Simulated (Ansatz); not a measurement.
The system is HfC.

```
Hf C
1.0
     0.00000    2.32500    2.32500
     2.32500    0.00000    2.32500
     2.32500    2.32500    0.00000
Hf C
1 1
Cartesian
  2.3250 2.3250 2.3250
  0.0000 0.0000 0.0000
```

Base run:

* Program: Ansatz 0.2.0
* Functional: PBEsol
* Potentials or basis: Ansatz PAW
* Cutoff: 420 eV (not typed: the program's choice for these potentials)
* k mesh: 10 × 10 × 10
* Occupations: fermi-dirac, width 0.05 eV
* Spin: no spin polarisation
* Hubbard terms: Hf d U = 3 eV

Its results: band gap on the k mesh none (metal or under the smearing width); pressure -1.5 GPa.

Q: The run is repeated on the same cell with these changes: hubbard terms from Hf d U = 3 eV to none; hubbard projectors from ortho-atomic (the default) to none. What comes out?

A: Band gap on the k mesh none (metal or under the smearing width); pressure -6.5 GPa.

Caveats: the PAW data sets come from PBE, with cores solved anew for the run's functional, which leaves a small shift of forces and pressure; U without spin polarisation on a metal has little footing (some runs); the U is typed as a test and isn't derived for this compound (some runs).
